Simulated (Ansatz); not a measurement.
In BaO (rock salt type) the Ba atom of the primitive cell, with all its periodic images, is moved by 0.02 Å along x.

```
CELL_PARAMETERS angstrom
0.00000 2.79500 2.79500
2.79500 0.00000 2.79500
2.79500 2.79500 0.00000
ATOMIC_POSITIONS crystal
Ba 0.99642 0.00358 0.00358
O 0.50000 0.50000 0.50000
```

Method: Ansatz, PBE, plane waves, all-electron PAW datasets generated for the crystal, point nucleus.

Cutoff 300 eV; k-mesh 8×8×8 Γ-centred; Fermi–Dirac smearing of 0.1 eV; no spin polarisation; no spin–orbit coupling.

(1) What force results, and what does it mean for the zone-centre vibration?

Results:

(1) The force on it along the displacement is -0.0044 eV/Å, a force constant of 0.22 eV/Å². The energy is nearly flat along this displacement on this mesh.

| atom | Fx (eV/Å) | Fy (eV/Å) | Fz (eV/Å) |
| --- | --- | --- | --- |
| Ba1 | -0.0044 | 0.0000 | 0.0000 |
| O2 | 0.0044 | 0.0000 | 0.0000 |
